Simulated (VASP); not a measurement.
# Hf (Fm-3m) in VASP: settings compared, part 2 of 2

VASP 6.6.1. Earlier steps stand in the parts before.

## 3. Relaxation of cell and atoms, PBEsol

Input file INCAR:

```
SYSTEM = Hf
PREC = Accurate ; ENCUT = 600
EDIFF = 1E-7 ; ISMEAR = -1
SIGMA = 0.05 ; LREAL = .FALSE.
LASPH = .TRUE. ; NELM = 100
ALGO = Fast ; ISIF = 3
LWAVE = .FALSE. ; LCHARG = .FALSE.
GGA = PS ; IBRION = 2
NSW = 40 ; EDIFFG = -0.02
```

Input file KPOINTS:

```
regular mesh
0
G
  8 8 8
  0 0 0
```

Input file POSCAR:

```
Hf
1.0
    0.0000000000      2.2200000000      2.2200000000
    2.2200000000      0.0000000000      2.2200000000
    2.2200000000      2.2200000000      0.0000000000
Hf
1
Direct
    0.0000000000      0.0000000000      0.0000000000
```

Potentials or basis: VASP PAW PBE potentials, release 64 (Hf_pv).

Run with:

```
> cat potpaw_PBE.64/Hf_pv/POTCAR > POTCAR
> mpirun -np 1 vasp_std > vasp.out
```

OUTCAR:

```text
SYSTEM = Hf
   PREC = Accurate
   ENCUT = 600
   EDIFF = 1E-7
   ISMEAR = -1
   LREAL = .FALSE.
   LASPH = .TRUE.
   NELM = 100
   ISIF = 3
   GGA = PS
   IBRION = 2
   NSW = 40
   EDIFFG = -0.02

 ion  position               nearest neighbor table
   1  0.000  0.000  0.000-

  LATTYP: Found a face centered cubic cell.
 ALAT       =     4.4400000000

  Lattice vectors:

 A1 = (   0.0000000000,   2.2200000000,   2.2200000000)
 A2 = (   2.2200000000,   0.0000000000,   2.2200000000)
 A3 = (   2.2200000000,   2.2200000000,   0.0000000000)

Analysis of symmetry for initial positions (statically):
=====================================================================
 Subroutine PRICEL returns:
 Original cell was already a primitive cell.

 Routine SETGRP: Setting up the symmetry group for a
 face centered cubic supercell.

 Subroutine GETGRP returns: Found 48 space group operations
 (whereof 48 operations were pure point group operations)
 out of a pool of 48 trial point group operations.

The static configuration has the point symmetry O_h .

Analysis of symmetry for dynamics (positions and initial velocities):
=====================================================================
 Subroutine PRICEL returns:
 Original cell was already a primitive cell.

 Routine SETGRP: Setting up the symmetry group for a
[... 224 lines left out ...]

 number of electron       9.9999999 magnetization

 Free energy of the ion-electron system (eV)
  ---------------------------------------------------
  ext. energy  EPLUGINS =         0.00000000
  ---------------------------------------------------
  free energy    TOTEN  =       -10.42804962 eV

  energy without entropy =      -10.41442902  energy(sigma->0) =      -10.42123932

 E-fermi :   4.8855     XC(G=0): -11.5853

 val. band max:        4.8413694230   @ k =  -0.3750   0.1250   0.0000
 cond. band min:       4.9282107402   @ k =   0.5000   0.2500   0.1250
 fundamental gap:      0.0868413172
 Fermi energy:         4.8854960971

 k-point     1 :       0.0000    0.0000    0.0000
  band No.  band energies     occupation
      1     -24.9386      2.00000
      2     -24.9386      2.00000
      3     -24.9386      2.00000
      4      -2.4863      2.00000
      5       6.2756      0.00000
      6       6.2756      0.00000
      7       6.2756      0.00000
      8       9.2154      0.00000
      9       9.2154      0.00000
[... 265 lines left out ...]
 k-point    24 :      -0.3750    0.2500    0.1250
  band No.  band energies     occupation
      1     -25.7509      2.00000
      2     -25.3133      2.00000
      3     -25.1420      2.00000
      4       2.5198      2.00000
      5       3.9730      2.00000
      6       5.2920      0.00059
      7       7.2789      0.00000
      8      10.8180      0.00000
      9      13.0264      0.00000

 [... further k-points ...]

------------------------ aborting loop because EDIFF is reached ----------------------------------------

  FORCE on cell =-STRESS in cart. coord.  units (eV):
  Direction    XX          YY          ZZ          XY          YZ          ZX
  --------------------------------------------------------------------------------------
  -------------------------------------------------------------------------------------
  Total       -0.0003878     -0.0003878     -0.0003878     -0.0000000     -0.0000000      0.0000000
  in kB       -0.0289593     -0.0289593     -0.0289593     -0.0000000     -0.0000000      0.0000000
  external PRESSURE =      -0.0289593 kB  Pullay stress =       0.0000000 kB
[... 16 lines left out ...]
  FREE ENERGIE OF THE ION-ELECTRON SYSTEM (eV)
  ---------------------------------------------------
  free  energy   TOTEN  =       -10.4280496230 eV

  energy  without entropy=      -10.4144290155  energy(sigma->0) =      -10.42123932

 reached required accuracy - stopping structural energy minimisation
```

OSZICAR:

```text
N       E                     dE             d eps       ncg     rms          rms(c)
DAV:   1     0.748364172806E+01    0.74836E+01   -0.64441E+03   522   0.115E+03
DAV:   2    -0.104862003193E+02   -0.17970E+02   -0.17457E+02   805   0.140E+02
DAV:   3    -0.107899092006E+02   -0.30371E+00   -0.30201E+00   600   0.128E+01
[... 34 lines left out ...]
RMM:   7    -0.104280496809E+02   -0.82950E-06   -0.11762E-05   573   0.331E-02    0.827E-03
RMM:   8    -0.104280501704E+02   -0.48947E-06   -0.18382E-06   528   0.140E-02    0.129E-02
RMM:   9    -0.104280497814E+02    0.38895E-06   -0.28943E-07   429   0.563E-03    0.629E-03
RMM:  10    -0.104280496313E+02    0.15006E-06   -0.96774E-08   333   0.259E-03    0.327E-03
RMM:  11    -0.104280496230E+02    0.83124E-08   -0.94668E-09   307   0.885E-04
   3 F= -.10428050E+02 E0= -.10421239E+02  d E =-.261533E-02
```

CONTCAR:

```text
Hf
   1.00000000000000
    -0.0000000000000000    2.2055293482313045    2.2055293482313045
     2.2055293482313045    0.0000000000000000    2.2055293482313045
     2.2055293482313045    2.2055293482313045    0.0000000000000000
  Hf
     1
Direct
     0.0000000000000000    0.0000000000000000    0.0000000000000000

  0.00000000E+00  0.00000000E+00  0.00000000E+00
```

Wall time 35 s (1 thread of Intel Xeon Platinum 8488C (Sapphire Rapids), shared host); peak memory 0.16 GiB.

Results:

* Free energy: -10.4280 eV
* Relaxed volume: 21.46 Å³/atom
* Relaxed cell: a = 3.119 Å, b = 3.119 Å, c = 3.119 Å, α = 60.00°, β = 60.00°, γ = 60.00°
* Space group after relaxing (to 0.05 Å): Fm-3m (No. 225)
* Energy gained by relaxing: 2.6 meV/atom
* Ionic steps: 3
* Pressure after relaxing: 0.0 GPa
* Band gap on the k mesh: none (metal or under the smearing width)

The path:
```tsv
step	energy change (eV)	largest force (eV/Å)	pressure (GPa)	volume (Å³)
1	0.0000	0.0000	-1.91	21.88
2	-0.0003	0.0000	1.94	21.07
3	-0.0026	0.0000	0.00	21.46
```

Final structure:
```yaml
crystal:
  lattice:
    - [0.00000, 2.20553, 2.20553]
    - [2.20553, 0.00000, 2.20553]
    - [2.20553, 2.20553, 0.00000]
  atoms:
    - { symbol: Hf, position: [0.00000, 0.00000, 0.00000] }
```

Caveat: the PAW data sets were made with another functional, which shifts forces and pressure a little. Spin-orbit coupling is left out, which matters for the levels of Hf.

## 4. The reference run

An earlier run on the cell as given: functional PBEsol; potentials or basis VASP PAW PBE potentials, release 64 (Hf_pv); cutoff 520 eV; k mesh 10 × 10 × 10; occupations fermi-dirac, width 0.05 eV; no spin polarisation.

* Pressure: -2.1 GPa
* Band gap on the k mesh: none (metal or under the smearing width)

## 5. Overview

| task | level | spin | cell | k mesh | cutoff (eV) | smearing | ladder | gap on the mesh (eV) | pressure (GPa) | relaxed volume (Å³/atom) |
| --- | --- | --- | --- | --- | --- | --- | --- | --- | --- | --- |
| relaxation of cell and atoms | rSCAN+D4 | SOC, no magnetisation | relaxed from: volume scaled by 1.15 | 7 × 7 × 7 | 600 | methfessel-paxton 0.2 eV | - | - | 0.0 | 22.04 |
| relaxation of cell and atoms | PBEsol | off | relaxed | 8 × 8 × 8 | 600 | fermi-dirac 0.05 eV | gaps | none | 0.0 | 21.46 |
| single point | PBEsol | off | as given | 10 × 10 × 10 | 520 | fermi-dirac 0.05 eV | free | none | -2.1 | - |

Alike in all rows: potentials or basis VASP PAW PBE potentials, release 64 (Hf_pv).

Caveats: the PAW data sets were made with another functional, which shifts forces and pressure a little.

Total energies depend on the potentials used, so only differences within one code and one set of settings carry meaning.
